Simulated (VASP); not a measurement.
Write the native input for VASP 6.6.1 that does the following.

| Quantity | Value |
| --- | --- |
| Task | band structure |
| Functional | PBE |
| Dispersion | dDsC |
| Potentials or basis | VASP PAW PBE potentials, release 64 (Co, O) |
| Cutoff | 520 eV |
| k mesh | 10 × 10 × 5 |
| Occupations | gaussian, width 0.01 eV |
| Spin | collinear spin, ferrimagnetic start |
| Starting moments | [2.0, -1.0, 0.0, 0.0] μB |
| Hubbard terms | Co d U = 5 eV |
| Further INCAR settings | ALGO = Fast; EDIFF = 1e-06; NBANDS = 27 |

The structure of CoO lies in POSCAR:

```
CoO
1.0
    3.1976457435      0.0000000000      0.0000000000
   -1.5988228718      2.7692424462      0.0000000000
    0.0000000000      0.0000000000      5.2287097100
Co O
2 2
Direct
    0.3333333333      0.6666666667      0.5033624100
    0.0000000000      0.0000000000      0.0034741400
    0.3333333333      0.6666666667      0.8715556000
    0.0000000000      0.0000000000      0.3716088500
```

Measurements of this composition are mostly on another form, of space group No. 225.

These files were run (other wordings do the same):

INCAR

```
ALGO = Fast ; EDIFF = 1E-6
ENCUT = 520 ; GGA = PE
ISIF = 2 ; ISMEAR = 0
ISPIN = 2 ; IVDW = 4
LASPH = True ; LCHARG = False
LDAU = True ; LDAUJ = 0 0
LDAUL = 2 -1 ; LDAUPRINT = 1
LDAUTYPE = 2 ; LDAUU = 5 0
LMAXMIX = 4 ; LORBIT = 11
LREAL = False ; LWAVE = False
MAGMOM = 2 -1 0 0 ; NBANDS = 27
NELM = 150 ; PREC = Accurate
SIGMA = 0.01
```

KPOINTS

```
k-points
0
Gamma
  10 10 5
```

KPOINTS_OPT

```
path GMKGALHA,LM,KH
15
line-mode
reciprocal
 0.0000000000  0.0000000000  0.0000000000  G
 0.5000000000  0.0000000000  0.0000000000  M

 0.5000000000  0.0000000000  0.0000000000  M
 0.3333333333  0.3333333333  0.0000000000  K

 0.3333333333  0.3333333333  0.0000000000  K
 0.0000000000  0.0000000000  0.0000000000  G

 0.0000000000  0.0000000000  0.0000000000  G
 0.0000000000  0.0000000000  0.5000000000  A

 0.0000000000  0.0000000000  0.5000000000  A
 0.5000000000  0.0000000000  0.5000000000  L

 0.5000000000  0.0000000000  0.5000000000  L
 0.3333333333  0.3333333333  0.5000000000  H

 0.3333333333  0.3333333333  0.5000000000  H
 0.0000000000  0.0000000000  0.5000000000  A

 0.5000000000  0.0000000000  0.5000000000  L
 0.5000000000  0.0000000000  0.0000000000  M

 0.3333333333  0.3333333333  0.0000000000  K
 0.3333333333  0.3333333333  0.5000000000  H
```

Potentials or basis: VASP PAW PBE potentials, release 64 (Co, O).

Run with:

```console
$ cat potpaw_PBE.64/Co/POTCAR potpaw_PBE.64/O/POTCAR > POTCAR
$ mpirun -np 1 vasp_std > vasp.out
```

It gave:

```json
{"Pressure": "5.1 GPa", "Largest force": "0.289 eV/Å", "Band gap on the k mesh": "1.57 eV, indirect (least direct gap 1.66 eV)", "Band gap along the path": "1.56 eV, indirect (least direct gap 1.66 eV)", "Net moment": "0.00 μB per cell", "Site moments": "Co +2.72, -2.72; O -0.07, +0.07 μB", "Valence electrons inside the program's atomic spheres": "Co 8.01; O 5.05", "Hirshfeld charges": "Co +0.48; O -0.48 e", "Dispersion energy per atom": "-0.240 eV"}
```

Run time: 8.1 min on 1 thread of AMD EPYC 7R43 64-Core Processor (Zen 3), on a shared host, peak memory 0.28 GiB.
